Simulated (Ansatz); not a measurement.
AlSb (zinc blende)

```
AlSb
1.0
    0.00000     3.07861     3.07861
    3.07861     0.00000     3.07861
    3.07861     3.07861     0.00000
Sb Al
1 1
Cartesian
  4.61792   4.61792   4.61792
  0.00000   0.00000   0.00000
```

The relaxed cell is deformed in two ways at once: its volume V is scaled, and at that volume it is stretched along z (the c axis of the conventional cell) so that c/a changes. Fractional atomic positions are held.

These are PBEsol (plane waves to 420 eV, PAW, scalar-relativistic; Ansatz, an electronic-structure program) values and carry that method's errors. k mesh 13×13×13 (Γ-centred), Fermi-Dirac smearing 0.05 eV. Stress and pressure are positive under compression. AlSb was relaxed with its symmetry unable to fall. Spin-orbit coupling is left out, though Sb is heavy. The PAW data are Ansatz's earlier set.

At one point of the scan the stress tensor (GPa) is:

```
   2.41     0.00     0.00
   0.00     2.41     0.00
   0.00     0.00     2.41
```

Question: Which point is it?
(A) V/V₀ = 0.960, (c/a)/(c/a)₀ = 0.880
(B) V/V₀ = 0.960, (c/a)/(c/a)₀ = 1.000
(C) V/V₀ = 0.980, (c/a)/(c/a)₀ = 0.880
(D) V/V₀ = 0.980, (c/a)/(c/a)₀ = 1.120

Answer: B, V/V₀ = 0.960, (c/a)/(c/a)₀ = 1.000

(Under strain, the slope of the energy per volume gives the stress and its curvature an elastic modulus.)
